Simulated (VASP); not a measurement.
# CaSe (Fm-3m) in VASP: notebook

Runs on CaSe. Level: PBE+D3(BJ). Tasks: relaxation of cell and atoms.

Everything below comes from runs of VASP 6.6.1. Logs are shortened: lines on timing, memory, paths and dates and some standing lists are left out, and cuts for length are marked.

### Step 1. The structure

It takes space group Fm-3m (No. 225, cubic). Conventional cell: a = 5.912 Å, b = 5.912 Å, c = 5.912 Å, α = 90.00°, β = 90.00°, γ = 90.00°. Around Ca (site symmetry m-3m) lie 6 Se at 2.96 Å. Around Se (site symmetry m-3m) lie 6 Ca at 2.96 Å.

### Step 2. Relaxation of cell and atoms, PBE+D3(BJ)

INCAR reads:

```
SYSTEM = CaSe
PREC     = Accurate       ! precision mode
ENCUT    = 600            ! plane-wave cutoff, eV
EDIFF    = 1E-6           ! SCF threshold, eV
ISMEAR   = 0              ! smearing method
SIGMA    = 0.03           ! smearing width, eV
LREAL    = .FALSE.        ! projectors in reciprocal space
LASPH    = .TRUE.         ! aspherical terms in the spheres
NELM     = 80             ! most SCF steps
ALGO     = Normal         ! electronic algorithm
ISIF     = 3              ! what is computed and relaxed
LWAVE    = .FALSE.        ! write WAVECAR
LCHARG   = .FALSE.        ! write CHGCAR
GGA      = PE             ! functional
IVDW     = 12             ! dispersion correction
IBRION   = 2              ! ionic algorithm
NSW      = 90             ! ionic steps
EDIFFG   = -0.01          ! ionic threshold
```

KPOINTS reads:

```
regular mesh
0
G
  8 8 8
  0 0 0
```

POSCAR reads:

```
CaSe
1.0
    0.0000000000      2.9560000000      2.9560000000
    2.9560000000      0.0000000000      2.9560000000
    2.9560000000      2.9560000000      0.0000000000
Ca Se
1 1
Direct
    0.0000000000      0.0000000000      0.0000000000
    0.5000000000      0.5000000000      0.5000000000
```

Potentials or basis: VASP PAW PBE potentials, release 64 (Ca_sv, Se).

Started as:

```bash
> cat potpaw_PBE.64/Ca_sv/POTCAR potpaw_PBE.64/Se/POTCAR > POTCAR
> mpirun -np 1 vasp_std > vasp.out
```

OUTCAR:

```text
SYSTEM = CaSe
   PREC = Accurate
   ENCUT = 600
   EDIFF = 1E-6
   ISMEAR = 0
   LREAL = .FALSE.
   LASPH = .TRUE.
   NELM = 80
   ISIF = 3
   GGA = PE
   IVDW = 12
   IBRION = 2
   NSW = 90
   EDIFFG = -0.01
 IVDW          = 12

 ion  position               nearest neighbor table
   1  0.000  0.000  0.000-   2 2.96   2 2.96   2 2.96   2 2.96   2 2.96   2 2.96
   2  0.500  0.500  0.500-   1 2.96   1 2.96   1 2.96   1 2.96   1 2.96   1 2.96

  LATTYP: Found a face centered cubic cell.
 ALAT       =     5.9120000000

  Lattice vectors:

 A1 = (   0.0000000000,   2.9560000000,   2.9560000000)
 A2 = (   2.9560000000,   0.0000000000,   2.9560000000)
 A3 = (   2.9560000000,   2.9560000000,   0.0000000000)

Analysis of symmetry for initial positions (statically):
=====================================================================
 Subroutine PRICEL returns:
 Original cell was already a primitive cell.

 Routine SETGRP: Setting up the symmetry group for a
 face centered cubic supercell.

 Subroutine GETGRP returns: Found 48 space group operations
 (whereof 48 operations were pure point group operations)
 out of a pool of 48 trial point group operations.

The static configuration has the point symmetry O_h .

Analysis of symmetry for dynamics (positions and initial velocities):
=====================================================================
 Subroutine PRICEL returns:
 Original cell was already a primitive cell.

 Routine SETGRP: Setting up the symmetry group for a
 face centered cubic supercell.

 Subroutine GETGRP returns: Found 48 space group operations
 (whereof 48 operations were pure point group operations)
 out of a pool of 48 trial point group operations.

The dynamic configuration has the point symmetry O_h .

 Subroutine INISYM returns: Found 48 space group operations
 (whereof 48 operations are pure point group operations),
 and found     1 'primitive' translations

----------------------------------------------------------------------------------------

                                     Primitive cell

  volume of cell :      51.6587

  direct lattice vectors                    reciprocal lattice vectors
     0.000000000  2.956000000  2.956000000    -0.169147497  0.169147497  0.169147497
     2.956000000  0.000000000  2.956000000     0.169147497 -0.169147497  0.169147497
     2.956000000  2.956000000  0.000000000     0.169147497  0.169147497 -0.169147497

  length of vectors
     4.180415290  4.180415290  4.180415290     0.292972058  0.292972058  0.292972058

  position of ions in fractional coordinates (direct lattice)
     0.000000000  0.000000000  0.000000000
     0.500000000  0.500000000  0.500000000

  ion indices of the primitive-cell ions
   primitive index   ion index
                 1           1
                 2           2

----------------------------------------------------------------------------------------

 KPOINTS: regular mesh

Automatic generation of k-mesh.
 Grid dimensions read from file:
 generate k-points for:    8    8    8

 Generating k-lattice:

  Cartesian coordinates                     Fractional coordinates (reciprocal lattice)
    -0.021143437  0.021143437  0.021143437     0.125000000  0.000000000  0.000000000
     0.021143437 -0.021143437  0.021143437     0.000000000  0.125000000  0.000000000
     0.021143437  0.021143437 -0.021143437     0.000000000  0.000000000  0.125000000

  Length of vectors
     0.036621507  0.036621507  0.036621507

  Shift w.r.t. Gamma in fractional coordinates (k-lattice)
     0.000000000  0.000000000  0.000000000

 Subroutine IBZKPT returns following result:
 ===========================================

 Found     29 irreducible k-points:

 Following reciprocal coordinates:
            Coordinates               Weight
  0.000000  0.000000  0.000000      1.000000
  0.125000  0.000000  0.000000      8.000000
  0.250000  0.000000  0.000000      8.000000
  0.375000  0.000000  0.000000      8.000000
  0.500000  0.000000  0.000000      4.000000
  0.125000  0.125000  0.000000      6.000000
[... 16 lines left out ...]
  0.500000  0.250000  0.125000     48.000000
 -0.375000  0.250000  0.125000     24.000000
 [... further k-points ...]
   k-points           NKPTS =     29   k-points in BZ     NKDIM =     29   number of bands    NBANDS=     12
   number of dos      NEDOS =    301   number of ions     NIONS =      2
   total plane-waves  NPLWV =  46656
   dimension x,y,z NGX =    36 NGY =   36 NGZ =   36
   dimension x,y,z NGXF=    72 NGYF=   72 NGZF=   72
   ions per type =               1   1
   NGX,Y,Z   is equivalent  to a cutoff of  14.32, 14.32, 14.32 a.u.
   NGXF,Y,Z  is equivalent  to a cutoff of  28.63, 28.63, 28.63 a.u.
 SYSTEM =  CaSe
   PREC   = accura    normal or accurate (medium, high low for compatibility)
   ISTART =      0    job   : 0-new  1-cont  2-samecut
   ICHARG =      2    charge: 1-file 2-atom 10-const
   ISPIN  =      1    spin polarized calculation?
   LNONCOLLINEAR =      F non collinear calculations
   LSORBIT =      F    spin-orbit coupling
   LASPH  =      T    aspherical Exc in radial PAW
   ENCUT  =  600.0 eV  44.10 Ry    6.64 a.u.   8.35  8.35  8.35*2*pi/ulx,y,z
   NELM   =     80;   NELMIN=  2; NELMDL= -5     # of ELM steps
   EDIFF  = 0.1E-05   stopping-criterion for ELM
   LREAL  =      F    real-space projection
   EDIFFG = -.1E-01   stopping-criterion for IOM
   NSW    =     90    number of steps for IOM
   IBRION =      2    ionic relax: 0-MD 1-quasi-New 2-CG
   NFREE  =      1    steps in history (QN), initial steepest desc. (CG)
   ISIF   =      3    stress and relaxation
   ISYM   =      2    0-nonsym 1-usesym 2-fastsym
   POTIM  = 0.5000    time-step for ionic-motion
   TEBEG  =    0.0;   TEEND  =   0.0 temperature during run
   PSTRESS=    0.0 pullay stress
   NELECT =      16.0000    total number of electrons
   NUPDOWN=      -1.0000    fix difference up-down
   EMIN   =  10.00;   EMAX   =-10.00  energy-range for DOS
   EFERMI =   0.00;   METHOD = LEGACY
   ISMEAR =     0;   SIGMA  =   0.03  broadening in eV -4-tet -1-fermi 0-gaus
   EFERMI_NEDOS =   21; number of points for ismear=-14 and -15
   IALGO  =     38    algorithm
   IMIX   =      4    mixing-type and parameters
     AMIX     =   0.40;   BMIX     =  1.00
     AMIX_MAG =   1.60;   BMIX_MAG =  1.00
  volume/ion in A,a.u.               =      25.83       174.30
  Fermi-wavevector in a.u.,A,eV,Ry     =   1.107645  2.093145 16.692666  1.226876
  Thomas-Fermi vector in A             =   2.244161
   LORBIT       =      0    0 simple, 1 ext, 2 COOP (PROOUT), +10 PAW based schemes
   GGA     = PE    functional components
   LHFCALC =     F    Hartree Fock is set to
   AEXX    =    0.0000 exact exchange contribution
   IVDW    =    12    specifies the selected vdW correction
   LEPSILON=     F    determine dielectric tensor
   LRPA    =     F    only Hartree local field effects (RPA)
 conjugate gradient relaxation of ions
 non-spin polarized calculation
 Gauss-broadening in eV      SIGMA  =   0.03
  energy-cutoff  :      600.00
  volume of cell :       51.66
 maximum number of plane-waves:      1759
 NGX is ok and might be reduce to    36
   NGX = 17   NGY = 17   NGZ = 17

--------------------------------------- Ionic step        1  -------------------------------------------

 number of electron      16.0000001 magnetization

 Free energy of the ion-electron system (eV)
  ---------------------------------------------------
  ext. energy  EPLUGINS =         0.00000000
  ---------------------------------------------------
  free energy    TOTEN  =        -9.48018742 eV

  energy without entropy =       -9.48018742  energy(sigma->0) =       -9.48018742

 E-fermi :   2.6071     XC(G=0):  -9.1623

 val. band max:        2.4579347668   @ k =   0.0000   0.0000   0.0000
 cond. band min:       4.4778584725   @ k =   0.5000   0.5000   0.0000
 fundamental gap:      2.0199237057
 Fermi energy:         2.6070647974

 k-point     1 :       0.0000    0.0000    0.0000
  band No.  band energies     occupation
      1     -37.2858      2.00000
      2     -18.2804      2.00000
      3     -18.2804      2.00000
      4     -18.2804      2.00000
      5      -9.3468      2.00000
      6       2.4579      2.00000
      7       2.4579      2.00000
      8       2.4579      2.00000
      9       5.8086      0.00000
     10       6.1638      0.00000
     11       6.1638      0.00000
     12       6.1638      0.00000

 k-point     2 :       0.1250    0.0000    0.0000
  band No.  band energies     occupation
      1     -37.2848      2.00000
      2     -18.2977      2.00000
      3     -18.2816      2.00000
      4     -18.2816      2.00000
      5      -9.2535      2.00000
      6       1.6900      2.00000
      7       2.2170      2.00000
      8       2.2170      2.00000
      9       6.0707      0.00000
     10       6.3762      0.00000
     11       6.3762      0.00000
     12       6.7852      0.00000
[... 387 lines left out ...]
 VOLUME and BASIS-vectors are now :
 -----------------------------------------------------------------------------
  energy-cutoff  :      600.00
  volume of cell :       50.58
      direct lattice vectors                 reciprocal lattice vectors
     0.000000000  2.935304087  2.935304087    -0.170340103  0.170340103  0.170340103
     2.935304087  0.000000000  2.935304087     0.170340103 -0.170340103  0.170340103
     2.935304087  2.935304087  0.000000000     0.170340103  0.170340103 -0.170340103

 POSITION                                       TOTAL-FORCE (eV/Angst)
 -----------------------------------------------------------------------------------
      0.00000      0.00000      0.00000         0.000000     -0.000000     -0.000000
      2.93530      2.93530      2.93530         0.000000      0.000000      0.000000
 -----------------------------------------------------------------------------------
    total drift:                                0.000000      0.000000      0.000000

  FREE ENERGIE OF THE ION-ELECTRON SYSTEM (eV)
  ---------------------------------------------------
  free  energy   TOTEN  =       -10.1908020397 eV

  energy  without entropy=      -10.1908020397  energy(sigma->0) =      -10.19080204

--------------------------------------- Ionic step        3  -------------------------------------------

 number of electron      16.0000000 magnetization

 Free energy of the ion-electron system (eV)
  ---------------------------------------------------
  ext. energy  EPLUGINS =         0.00000000
  ---------------------------------------------------
  free energy    TOTEN  =        -9.46968252 eV

  energy without entropy =       -9.46968252  energy(sigma->0) =       -9.46968252

 E-fermi :   2.7732     XC(G=0):  -9.2378

 val. band max:        2.5827584132   @ k =   0.0000   0.0000   0.0000
 cond. band min:       4.5586855130   @ k =   0.5000   0.5000   0.0000
 fundamental gap:      1.9759270999
 Fermi energy:         2.7732154820

 k-point     1 :       0.0000    0.0000    0.0000
  band No.  band energies     occupation
      1     -37.1077      2.00000
      2     -18.1056      2.00000
      3     -18.1056      2.00000
      4     -18.1056      2.00000
      5      -9.2850      2.00000
      6       2.5828      2.00000
      7       2.5828      2.00000
      8       2.5828      2.00000
      9       6.0306      0.00000
     10       6.2813      0.00000
     11       6.2813      0.00000
     12       6.2813      0.00000

 k-point     2 :       0.1250    0.0000    0.0000
  band No.  band energies     occupation
      1     -37.1066      2.00000
      2     -18.1245      2.00000
      3     -18.1068      2.00000
      4     -18.1068      2.00000
      5      -9.1872      2.00000
      6       1.8017      2.00000
      7       2.3324      2.00000
      8       2.3324      2.00000
      9       6.2164      0.00000
     10       6.4991      0.00000
     11       6.4991      0.00000
     12       6.9903      0.00000
[... 347 lines left out ...]
 VOLUME and BASIS-vectors are now :
 -----------------------------------------------------------------------------
  energy-cutoff  :      600.00
  volume of cell :       50.75
      direct lattice vectors                 reciprocal lattice vectors
     0.000000000  2.938519321  2.938519321    -0.170153722  0.170153722  0.170153722
     2.938519321  0.000000000  2.938519321     0.170153722 -0.170153722  0.170153722
     2.938519321  2.938519321  0.000000000     0.170153722  0.170153722 -0.170153722

 POSITION                                       TOTAL-FORCE (eV/Angst)
 -----------------------------------------------------------------------------------
      0.00000      0.00000      0.00000         0.000000     -0.000000     -0.000000
      2.93852      2.93852      2.93852        -0.000000      0.000000      0.000000
 -----------------------------------------------------------------------------------
    total drift:                                0.000000      0.000000      0.000000

  FREE ENERGIE OF THE ION-ELECTRON SYSTEM (eV)
  ---------------------------------------------------
  free  energy   TOTEN  =       -10.1908932930 eV

  energy  without entropy=      -10.1908932930  energy(sigma->0) =      -10.19089329

 reached required accuracy - stopping structural energy minimisation
```

Run time: 49 s. Hardware: 1 thread of Intel Xeon Platinum 8259CL at 2.50GHz (Skylake/Cascade Lake), shared host; peak memory 0.22 GiB.

Results:

```
Free energy                            : -10.1909 eV
Relaxed volume                         : 25.37 Å³/atom
Relaxed cell                           : a = 4.156 Å, b = 4.156 Å, c = 4.156 Å, α = 60.00°, β = 60.00°, γ = 60.00°
Space group after relaxing (to 0.05 Å) : Fm-3m (No. 225)
Energy gained by relaxing              : 1.3 meV/atom
Ionic steps                            : 3
Pressure after relaxing                : 0.0 GPa
Band gap on the k mesh                 : 1.98 eV, indirect (least direct gap 2.93 eV)
Dispersion energy per atom             : -0.361 eV
```

The path:
```csv
step,energy change (eV),largest force (eV/Å),pressure (GPa),volume (Å³)
1,0.0000,0.0000,-0.90,51.66
2,-0.0025,0.0000,0.17,50.58
3,-0.0026,0.0000,0.00,50.75
```

Final structure:
```cif
data_structure
_symmetry_space_group_name_H-M 'P 1'
_symmetry_Int_Tables_number 1
_cell_length_a 4.1557
_cell_length_b 4.1557
_cell_length_c 4.1557
_cell_angle_alpha 60.000
_cell_angle_beta 60.000
_cell_angle_gamma 60.000
_cell_volume 50.75
loop_
_atom_site_label
_atom_site_type_symbol
_atom_site_fract_x
_atom_site_fract_y
_atom_site_fract_z
_atom_site_occupancy
Ca1 Ca 0.00000 0.00000 0.00000 1
Se1 Se 0.50000 0.50000 0.50000 1
```

A k mesh can miss the band edges.

### Step 3. Relaxation of cell and atoms, PBE+D3(BJ)

This run uses another cell than the first one, of 25.37 Å³/atom, 0.982 times its volume.

INCAR: that of step 2 with these lines changed.

```diff
@@ -3,3 +3,3 @@
 ENCUT    = 600            ! plane-wave cutoff, eV
-EDIFF    = 1E-6           ! SCF threshold, eV
+EDIFF    = 1E-7           ! SCF threshold, eV
 ISMEAR   = 0              ! smearing method
@@ -17,2 +17,2 @@
 NSW      = 90             ! ionic steps
-EDIFFG   = -0.01          ! ionic threshold
+EDIFFG   = -0.005         ! ionic threshold
```

KPOINTS is that of step 2.

POSCAR reads:

```
CaSe                                    
1.0
    0.0000000000      2.9385193211      2.9385193211
    2.9385193211      0.0000000000      2.9385193211
    2.9385193211      2.9385193211      0.0000000000
  Ca              Se            
     1     1
Direct
     0.0000000000000000    0.0000000000000000    0.0000000000000000
     0.5000000000000000    0.5000000000000000    0.5000000000000000
```

Potentials or basis: VASP PAW PBE potentials, release 64 (Ca_sv, Se).

Started as:

```bash
> cat potpaw_PBE.64/Ca_sv/POTCAR potpaw_PBE.64/Se/POTCAR > POTCAR
> mpirun -np 1 vasp_std > vasp.out
```

Wall time 22 s (1 thread of Intel Xeon Platinum 8259CL at 2.50GHz (Skylake/Cascade Lake), shared host); peak memory 0.22 GiB.

It converged, with:

| Item | Value |
| --- | --- |
| Free energy | -10.1908 eV |
| Pressure after relaxing | 0.0 GPa |
| Band gap on the k mesh | 1.98 eV, indirect (least direct gap 2.93 eV) |
| Dispersion energy per atom | -0.361 eV |

Final structure:
```yaml
crystal:
  lattice:
    - [0.00000, 2.93852, 2.93852]
    - [2.93852, 0.00000, 2.93852]
    - [2.93852, 2.93852, 0.00000]
  atoms:
    - { symbol: Ca, position: [0.00000, 0.00000, 0.00000] }
    - { symbol: Se, position: [0.50000, 0.50000, 0.50000] }
```

Levels at points of the mesh, in eV from the valence-band top:
| k point | band 4 | band 5 | band 6 | band 7 | band 8 | band 9 | band 10 | band 11 | band 12 |
| --- | --- | --- | --- | --- | --- | --- | --- | --- | --- |
| (0.00, 0.00, 0.00) | -20.69 | -11.87 | 0.00 | 0.00 | 0.00 | 3.45 | 3.70 | 3.70 | 3.70 |
| (0.50, 0.00, 0.00) | -20.70 | -11.13 | -3.36 | -1.24 | -1.24 | 4.55 | 5.53 | 5.56 | 5.56 |
| (0.50, 0.50, 0.00) | -20.72 | -11.27 | -2.57 | -0.95 | -0.95 | 1.98 | 5.08 | 5.14 | 6.11 |

Caveat: the relaxation stopped at its first step, so nothing moved.
